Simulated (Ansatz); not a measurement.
# HfB2: the cost of one run

Program: Ansatz 0.2.0. Level of theory: DFT PBE, scalar-relativistic, plane waves, PAW. These are calculated values, not measurements.

## 1. The structure to begin with

Symmetry: Ama2, No. 40, orthorhombic system. Conventional cell: a = 4.933 Å, b = 5.253 Å, c = 5.652 Å, α = 90.00°, β = 90.00°, γ = 90.00°. Hf (site symmetry m) is surrounded by 3 B at 1.72 to 1.79 Å. B (site symmetry m) has 2 B at 1.41 Å and 1 Hf at 1.79 Å in its first shell of neighbours. Around B (site symmetry 2) lie 2 B at 1.41 Å and 2 Hf at 1.72 Å.

Structure file:

```
CELL_PARAMETERS angstrom
4.93261 0.00000 0.00000
0.00000 2.62653 2.82586
0.00000 -2.62653 2.82586
ATOMIC_POSITIONS crystal
Hf 0.25000 0.08695 0.07714
Hf 0.75000 0.07714 0.08695
B 0.25000 0.84326 0.69970
B 0.75000 0.69970 0.84326
B 0.00000 0.87024 0.87024
B 0.50000 0.87024 0.87024
```

Recipe of the guess: random cell by space group and Wyckoff sites (Ama2, No. 40). The dimensions are guesses.

## 2. Probe: one point on a coarse mesh

input.yaml reads:

```yaml
crystal:
  lattice:
    - [4.93260869, 0.0, 0.0]
    - [0.0, 2.6265313, 2.82585677]
    - [0.0, -2.6265313, 2.82585677]
  atoms:
    - { symbol: Hf, position: [0.25, 0.08695159, 0.07714451] }
    - { symbol: Hf, position: [0.75, 0.07714451, 0.08695159] }
    - { symbol: B, position: [0.25, 0.84326009, 0.69970485] }
    - { symbol: B, position: [0.75, 0.69970485, 0.84326009] }
    - { symbol: B, position: [0.0, 0.87023854, 0.87023854] }
    - { symbol: B, position: [0.5, 0.87023854, 0.87023854] }
basis:
  ecutwfc: 420
kpoints:
  mp_grid: { grid: [4, 4, 4] }
hamiltonian:
  xc: pbe
scf:
  occupations: { method: gaussian, width: 0.1 }
  lower_state_search: "off"
output:
  forces: true
  stress: true
  eigenvalues: true
```

On the command line:

```sh
ansatz run input.yaml --threads 1 --pin off --max-ram 2560MiB --backend cpu --events-out ev --progress --plain --runs-dir out
```

What time and memory should one allow on 1 thread of Arm Neoverse N1, shared host?

About 12 s, with a peak of 0.32 GiB.
